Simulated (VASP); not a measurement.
Input of a VASP 6.6.1 run:

Contents of INCAR:

```
PREC = Accurate ; ENCUT = 520
EDIFF = 1E-6 ; ISMEAR = 0
SIGMA = 0.1 ; LREAL = F
LASPH = T ; NELM = 120
ALGO = Normal ; ISIF = 3
LWAVE = F ; LCHARG = F
GGA = PE ; IBRION = 2
NSW = 90 ; EDIFFG = -0.01
```

File KPOINTS:

```
Automatic mesh
0
Gamma
  9 9 2
```

The input POSCAR:

```
WSe2
1.0
    3.2900000000      0.0000000000      0.0000000000
   -1.6450000000      2.8492235800      0.0000000000
    0.0000000000      0.0000000000     12.9700000000
W Se
2 4
Direct
    0.3333333300      0.6666666700      0.2500000000
    0.6666666700      0.3333333300      0.7500000000
    0.3333333300      0.6666666700      0.6210000000
    0.6666666700      0.3333333300      0.1210000000
    0.3333333300      0.6666666700      0.8790000000
    0.6666666700      0.3333333300      0.3790000000
```

Potentials or basis: VASP PAW PBE potentials, release 64 (W_sv, Se).

Run with:

```bash
$ cat potpaw_PBE.64/W_sv/POTCAR potpaw_PBE.64/Se/POTCAR > POTCAR
$ mpirun -np 1 vasp_std > vasp.out
```

What does it give for the relaxed cell?

a = 3.323 Å, b = 3.323 Å, c = 14.843 Å, α = 90.00°, β = 90.00°, γ = 120.00°.

Estimate the band gap on the k mesh.

1.50 eV, indirect (least direct gap 1.51 eV).

What does it give for the space group after relaxing (to 0.05 Å)?

P6_3/mmc (No. 194).

Estimate the relaxed volume.

23.66 Å³/atom.

The path:
```tsv
step	energy change (eV)	largest force (eV/Å)	pressure (GPa)	volume (Å³)
1	0.0000	0.2178	4.03	121.58
2	0.1011	1.1087	-6.04	130.78
3	-0.0394	0.2784	0.17	124.66
4	-0.0505	0.2027	0.04	125.62
5	-0.0601	0.0470	-0.17	127.58
6	-0.0684	0.0358	-0.06	128.01
7	-0.0877	0.0013	0.28	129.28
8	-0.1051	0.0855	1.17	131.75
9	-0.1110	0.1419	-0.30	134.02
10	-0.1111	0.1109	-0.10	133.71
11	-0.1127	0.1007	-0.21	134.29
12	-0.1146	0.0802	-0.40	135.45
13	-0.1138	0.0370	-0.73	137.79
14	-0.1150	0.0642	-0.50	136.26
15	-0.1165	0.0203	-0.04	136.31
16	-0.1166	0.0408	0.09	136.33
17	-0.1176	0.0279	0.14	136.46
18	-0.1187	0.0101	0.29	136.84
19	-0.1191	0.0722	-0.11	137.54
20	-0.1191	0.0612	-0.04	137.40
21	-0.1198	0.0374	-0.05	137.76
22	-0.1201	0.0173	-0.06	138.08
23	-0.1198	0.0236	-0.07	138.72
24	-0.1201	0.0073	-0.05	138.24
25	-0.1204	0.0067	0.05	138.32
26	-0.1205	0.0369	0.26	138.50
27	-0.1206	0.0355	0.26	138.55
28	-0.1207	0.0321	0.25	138.68
29	-0.1210	0.0232	0.25	138.93
30	-0.1214	0.0073	0.20	139.44
31	-0.1216	0.0225	0.14	140.46
32	-0.1219	0.0296	0.05	140.83
33	-0.1221	0.0385	-0.07	141.28
34	-0.1221	0.0554	-0.28	142.18
35	-0.1221	0.0461	-0.16	141.69
36	-0.1224	0.0035	-0.02	141.95
```

Caveat: the volume moved by over 15 % at a fixed basis, so the end points are rough; spin-orbit coupling is left out, which moves the levels of the heavy elements; an odd mesh through Γ misses points on the zone boundary, where band edges often lie; this functional lacks dispersion, which binds the layers, so the pressure and a relaxed spacing across them are unreliable, and here the layers came unbound; the volume moved by +17 % from the deposited cell, more than functionals usually miss. Zero-point motion and thermal expansion aren't in these numbers.
